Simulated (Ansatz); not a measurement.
Crystal: Al2O3.

```xyz
10
Lattice="4.6138 0.0000 0.0000 0.0000 9.5633 0.0000 0.0000 0.0000 3.1199" Properties=species:S:1:pos:R:3 pbc="T T T"
Al    4.5352    7.8856    0.0000
Al    0.0785    1.6777    0.0000
Al    2.2283    6.4593    1.5599
Al    2.3854    3.1040    1.5599
O     2.3069    4.7816    1.5599
O     0.5704    7.2016    1.5599
O     1.7365    2.4200    0.0000
O     2.8773    7.1433    0.0000
O     0.0000    0.0000    0.0000
O     4.0434    2.3617    1.5599
```

Measurements of this composition are mostly on another form, of space group No. 167.

Base run:

| Property | Result |
| --- | --- |
| Program | Ansatz 0.2.0 |
| Functional | BLYP |
| Potentials or basis | Ansatz PAW |
| Cutoff | 420 eV (not typed: the program's choice for these potentials) |
| k mesh | 5 × 3 × 7 |
| Occupations | fermi-dirac, width 0.05 eV |
| Spin | no spin polarisation |

Its results: band gap on the k mesh 3.64 eV, direct; pressure 1.5 GPa; largest force 0.206 eV/Å.

**Question.** The run is repeated on the same cell with these changes: functional from BLYP to RPBE. What comes out?

**Answer.** Band gap on the k mesh 3.69 eV, direct; pressure 3.0 GPa; largest force 0.218 eV/Å.

Caveats: the PAW data sets come from PBE, with cores solved anew for the run's functional, which leaves a small shift of forces and pressure.
